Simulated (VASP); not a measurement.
# BN (Pnma) in VASP: notebook

The runs below take BN through single point, with LDA.

All numbers are computed with VASP 6.6.1; they aren't measurements. Logs are shortened: lines on timing, memory, paths and dates and some standing lists are left out, and cuts for length are marked.

**1. The undisturbed crystal**

Symmetry: Pnma, No. 62, orthorhombic system. The conventional cell has a = 4.880 Å, b = 2.591 Å, c = 4.292 Å, α = 90.00°, β = 90.00°, γ = 90.00°. Around N (site symmetry m) lie 4 B at 1.51 to 1.65 Å. B (site symmetry m) has 4 N at 1.51 to 1.65 Å as nearest neighbours.

Measurements of this composition are mostly on another form, of space group No. 194.

**2. Single point, LDA**

Input file INCAR:

```
PREC = Accurate
ENCUT = 460
EDIFF = 1E-7
ISMEAR = 0
SIGMA = 0.5
LREAL = F
LASPH = T
NELM = 100
ALGO = Normal
ISIF = 2
LWAVE = F
LCHARG = F
GGA = CA
NBANDS = 26
ADDGRID = F
```

Input file KPOINTS:

```
Automatic mesh
0
Gamma
  2 4 3
```

Input file POSCAR:

```
BN
1.0
    4.8800890000      0.0000000000      0.0000000000
    0.0000000000      2.5914640000      0.0000000000
    0.0000000000      0.0000000000      4.2920490000
N B
4 4
Direct
    0.3126810000      0.7789050000      0.1007580000
    0.6862050000      0.2199960000      0.9104900000
    0.1885540000      0.2516410000      0.5901280000
    0.8143530000      0.7609560000      0.4059790000
    0.3484130000      0.2497860000      0.9057480000
    0.1724810000      0.7260260000      0.4021060000
    0.8489350000      0.2255820000      0.5905950000
    0.6397780000      0.7695720000      0.0911510000
```

Potentials or basis: VASP PAW LDA potentials, release 64 (N, B).

The run is started by

```sh
cat potpaw_LDA.64/N/POTCAR potpaw_LDA.64/B/POTCAR > POTCAR
mpirun -np 1 vasp_std > vasp.out
```

OUTCAR:

```text
PREC = Accurate
   ENCUT = 460
   EDIFF = 1E-7
   ISMEAR = 0
   LREAL = F
   LASPH = T
   NELM = 100
   ISIF = 2
   GGA = CA

 Found     14 irreducible k-points:

 Following reciprocal coordinates:
            Coordinates               Weight
  0.000000  0.000000  0.000000      1.000000
  0.500000  0.000000  0.000000      1.000000
  0.000000  0.250000  0.000000      2.000000
  0.500000  0.250000  0.000000      2.000000
  0.000000  0.500000  0.000000      1.000000
  0.500000  0.500000  0.000000      1.000000
   k-points           NKPTS =     14   k-points in BZ     NKDIM =     14   number of bands    NBANDS=     26
   number of dos      NEDOS =    301   number of ions     NIONS =      8
   total plane-waves  NPLWV =  19440
   dimension x,y,z NGX =    36 NGY =   18 NGZ =   30
   dimension x,y,z NGXF=    72 NGYF=   36 NGZF=   60
   ions per type =               4   4
   NGX,Y,Z   is equivalent  to a cutoff of  12.26, 11.55, 11.62 a.u.
   NGXF,Y,Z  is equivalent  to a cutoff of  24.53, 23.09, 23.24 a.u.
 SYSTEM =  unknown system
   PREC   = accura    normal or accurate (medium, high low for compatibility)
   ISTART =      0    job   : 0-new  1-cont  2-samecut
   ICHARG =      2    charge: 1-file 2-atom 10-const
   ISPIN  =      1    spin polarized calculation?
   LNONCOLLINEAR =      F non collinear calculations
   LSORBIT =      F    spin-orbit coupling
   LASPH  =      T    aspherical Exc in radial PAW
   ENCUT  =  460.0 eV  33.81 Ry    5.81 a.u.   8.53  4.53  7.51*2*pi/ulx,y,z
   NELM   =    100;   NELMIN=  2; NELMDL= -5     # of ELM steps
   EDIFF  = 0.1E-06   stopping-criterion for ELM
   LREAL  =      F    real-space projection
   EDIFFG = 0.1E-05   stopping-criterion for IOM
   NSW    =      0    number of steps for IOM
   IBRION =     -1    ionic relax: 0-MD 1-quasi-New 2-CG
   NFREE  =      0    steps in history (QN), initial steepest desc. (CG)
   ISIF   =      2    stress and relaxation
   ISYM   =      2    0-nonsym 1-usesym 2-fastsym
   POTIM  = 0.5000    time-step for ionic-motion
   TEBEG  =    0.0;   TEEND  =   0.0 temperature during run
   PSTRESS=    0.0 pullay stress
   NELECT =      32.0000    total number of electrons
   NUPDOWN=      -1.0000    fix difference up-down
   EMIN   =  10.00;   EMAX   =-10.00  energy-range for DOS
   EFERMI =   0.00;   METHOD = LEGACY
   ISMEAR =     0;   SIGMA  =   0.50  broadening in eV -4-tet -1-fermi 0-gaus
   EFERMI_NEDOS =   21; number of points for ismear=-14 and -15
   IALGO  =     38    algorithm
   IMIX   =      4    mixing-type and parameters
     AMIX     =   0.40;   BMIX     =  1.00
     AMIX_MAG =   1.60;   BMIX_MAG =  1.00
  volume/ion in A,a.u.               =       6.78        45.79
  Fermi-wavevector in a.u.,A,eV,Ry     =   1.372711  2.594047 25.637923  1.884334
  Thomas-Fermi vector in A             =   2.498293
   LORBIT       =      0    0 simple, 1 ext, 2 COOP (PROOUT), +10 PAW based schemes
   GGA     = CA    functional components
   LHFCALC =     F    Hartree Fock is set to
   AEXX    =    0.0000 exact exchange contribution
   IVDW    =     0    specifies the selected vdW correction
   LEPSILON=     F    determine dielectric tensor
   LRPA    =     F    only Hartree local field effects (RPA)
 non-spin polarized calculation
 Gauss-broadening in eV      SIGMA  =   0.50
  energy-cutoff  :      460.00
  volume of cell :       54.28
 maximum number of plane-waves:      1239
 NGX is ok and might be reduce to    36
   NGX = 17   NGY =  9   NGZ = 15

 number of electron      31.9999997 magnetization

 Free energy of the ion-electron system (eV)
  ---------------------------------------------------
  ext. energy  EPLUGINS =         0.00000000
  ---------------------------------------------------
  free energy    TOTEN  =       -74.81798298 eV

  energy without entropy =      -74.81798298  energy(sigma->0) =      -74.81798298

 E-fermi :   7.8320     XC(G=0): -12.1737

 val. band max:        5.6411941074   @ k =   0.0000   0.0000   0.0000
 cond. band min:      10.9962803060   @ k =   0.5000   0.0000   0.3333
 fundamental gap:      5.3550861986
 Fermi energy:         7.8319898969

 k-point     1 :       0.0000    0.0000    0.0000
  band No.  band energies     occupation
      1     -14.0517      2.00000
      2     -11.4304      2.00000
      3     -10.4044      2.00000
      4      -8.3407      2.00000
      5      -3.2190      2.00000
      6      -2.8634      2.00000
      7      -1.7272      2.00000
      8      -1.2965      2.00000
      9       0.2413      2.00000
     10       1.3900      2.00000
     11       2.4642      2.00000
     12       2.8118      2.00000
     13       4.4289      2.00000
     14       5.2067      2.00000
     15       5.5025      2.00000
     16       5.6412      2.00000
     17      11.9231      0.00000
     18      12.2232      0.00000
     19      13.2510      0.00000
     20      13.5293      0.00000
     21      13.8264      0.00000
     22      14.3990      0.00000
     23      15.0068      0.00000
     24      16.3463      0.00000
     25      16.5906      0.00000
     26      17.6497      0.00000

 k-point     2 :       0.5000    0.0000    0.0000
  band No.  band energies     occupation
      1     -13.4710      2.00000
      2     -12.7888      2.00000
      3      -9.2297      2.00000
      4      -8.7317      2.00000
      5      -3.9171      2.00000
      6      -3.3048      2.00000
      7      -0.5126      2.00000
      8      -0.1021      2.00000
      9       0.7429      2.00000
     10       1.0835      2.00000
     11       2.3761      2.00000
     12       3.0984      2.00000
     13       4.0055      2.00000
     14       4.4675      2.00000
     15       4.7402      2.00000
     16       5.3218      2.00000
     17      11.1009      0.00000
     18      11.3454      0.00000
     19      13.2607      0.00000
     20      13.5806      0.00000
     21      13.9694      0.00000
     22      14.6272      0.00000
     23      15.3501      0.00000
     24      16.3235      0.00000
     25      16.5998      0.00000
     26      16.8591      0.00000

 k-point     3 :       0.0000    0.2500    0.0000
  band No.  band energies     occupation
      1     -13.1244      2.00000
      2     -10.6677      2.00000
      3      -9.7768      2.00000
      4      -8.2708      2.00000
      5      -3.2168      2.00000
      6      -2.4853      2.00000
      7      -1.5235      2.00000
      8      -1.2035      2.00000
      9      -0.7458      2.00000
     10      -0.4387      2.00000
     11       0.3957      2.00000
     12       1.9500      2.00000
     13       2.3228      2.00000
     14       3.4916      2.00000
     15       4.2359      2.00000
     16       5.2729      2.00000
     17      12.6286      0.00000
     18      13.2370      0.00000
     19      13.6946      0.00000
     20      14.4930      0.00000
     21      15.0195      0.00000
     22      15.6520      0.00000
     23      16.5874      0.00000
     24      16.8619      0.00000
     25      16.9843      0.00000
     26      18.3127      0.00000

 k-point     4 :       0.5000    0.2500    0.0000
  band No.  band energies     occupation
      1     -12.5865      2.00000
      2     -11.9003      2.00000
      3      -8.9329      2.00000
      4      -8.4107      2.00000
      5      -3.2310      2.00000
      6      -2.5901      2.00000
      7      -2.2171      2.00000
      8      -1.7984      2.00000
      9       0.3300      2.00000
     10       0.5897      2.00000
     11       1.3505      2.00000
     12       1.7783      2.00000
     13       2.4486      2.00000
     14       2.8555      2.00000
     15       3.9522      2.00000
     16       4.5276      2.00000
     17      11.3894      0.00000
     18      12.1030      0.00000
     19      14.3108      0.00000
     20      14.6757      0.00000
     21      15.4783      0.00000
     22      15.8952      0.00000
     23      16.3662      0.00000
     24      17.0122      0.00000
     25      17.4156      0.00000
     26      18.0931      0.00000

 k-point     5 :       0.0000    0.5000    0.0000
  band No.  band energies     occupation
      1     -10.9852      2.00000
      2     -10.2392      2.00000
      3      -9.2258      2.00000
      4      -8.9642      2.00000
      5      -3.4206      2.00000
      6      -3.2923      2.00000
      7      -2.4541      2.00000
      8      -2.1507      2.00000
      9      -0.4771      2.00000
     10       0.3583      2.00000
     11       0.6041      2.00000
     12       0.9754      2.00000
     13       1.2195      2.00000
     14       1.7387      2.00000
     15       3.1941      2.00000
     16       3.6980      2.00000
     17      11.4210      0.00000
     18      11.7733      0.00000
     19      13.5839      0.00000
     20      14.4200      0.00000
     21      16.2847      0.00000
     22      16.5761      0.00000
     23      17.6124      0.00000
     24      17.8911      0.00000
     25      18.4729      0.00000
     26      19.0772      0.00000

 k-point     6 :       0.5000    0.5000    0.0000
  band No.  band energies     occupation
      1     -10.6973      2.00000
      2      -9.9052      2.00000
      3      -9.8293      2.00000
      4      -9.2299      2.00000
      5      -3.0845      2.00000
      6      -2.9411      2.00000
      7      -2.5947      2.00000
      8      -2.3092      2.00000
      9      -0.3454      2.00000
     10      -0.1929      2.00000
     11       0.2354      2.00000
     12       0.4844      2.00000
     13       2.1522      2.00000
     14       2.7386      2.00000
     15       3.0045      2.00000
     16       3.5345      2.00000
     17      12.1025      0.00000
     18      12.5532      0.00000
     19      12.8281      0.00000
     20      13.4082      0.00000
     21      15.6843      0.00000
     22      15.8830      0.00000
     23      16.2737      0.00000
     24      16.6056      0.00000
     25      18.5185      0.00000
     26      18.7387      0.00000

 [... further k-points ...]

------------------------ aborting loop because EDIFF is reached ----------------------------------------

  FORCE on cell =-STRESS in cart. coord.  units (eV):
  Direction    XX          YY          ZZ          XY          YZ          ZX
  --------------------------------------------------------------------------------------
  -------------------------------------------------------------------------------------
  Total       -5.1548389     -0.8583382     -2.2539434      1.2584940     -2.0275657     -0.7050448
  in kB     -152.1556512    -25.3356133    -66.5297647     37.1470348    -59.8477629    -20.8108442
  external PRESSURE =     -81.3403431 kB  Pullay stress =       0.0000000 kB

 VOLUME and BASIS-vectors are now :
 -----------------------------------------------------------------------------
  energy-cutoff  :      460.00
  volume of cell :       54.28
      direct lattice vectors                 reciprocal lattice vectors
     4.880089000  0.000000000  0.000000000     0.204914296  0.000000000  0.000000000
     0.000000000  2.591464000  0.000000000     0.000000000  0.385882266  0.000000000
     0.000000000  0.000000000  4.292049000     0.000000000  0.000000000  0.232988952

 POSITION                                       TOTAL-FORCE (eV/Angst)
 -----------------------------------------------------------------------------------
      1.52591      2.01850      0.43246         0.697635     -2.349564     -0.636623
      3.34874      0.57011      3.90787        -0.432205      3.498172     -2.423463
      0.92016      0.65212      2.53286         0.499351     -1.346843      1.817707
      3.97412      1.97199      1.74248        -0.173907     -2.448114     -1.417759
      1.70029      0.64731      3.88751        -0.859514      1.306247     -1.226795
      0.84172      1.88147      1.72586        -1.373374      2.175490      0.047058
      4.14288      0.58459      2.53486        -0.690400      2.118475      1.264534
      3.12217      1.99432      0.39122         2.332412     -2.953863      2.575340
 -----------------------------------------------------------------------------------
    total drift:                                0.000092     -0.000132      0.000010

  FREE ENERGIE OF THE ION-ELECTRON SYSTEM (eV)
  ---------------------------------------------------
  free  energy   TOTEN  =       -74.8179829837 eV

  energy  without entropy=      -74.8179829836  energy(sigma->0) =      -74.81798298
```

Wall time 12 s (1 thread of Intel Xeon Platinum 8259CL at 2.50GHz (Skylake/Cascade Lake), shared host); peak memory 0.13 GiB.

The run converged, but some of its settings lie outside the range that counts as converged, so its numbers aren't taken as properties of the crystal.

Results:

- Free energy: -74.8180 eV
- Pressure: -8.1 GPa
- Largest force: 4.560 eV/Å
- Band gap on the k mesh: 5.36 eV, indirect (least direct gap 5.78 eV)

Caveat: the k mesh is coarse (spacing up to 0.64 Å⁻¹), so the values aren't converged; the cutoff is under 1.25 times the usual one of these potentials, so pressure, stress and relaxed cells hold a basis-set (Pulay) error; an odd mesh through Γ misses points on the zone boundary, where band edges often lie.

[end of part 1 of 2]
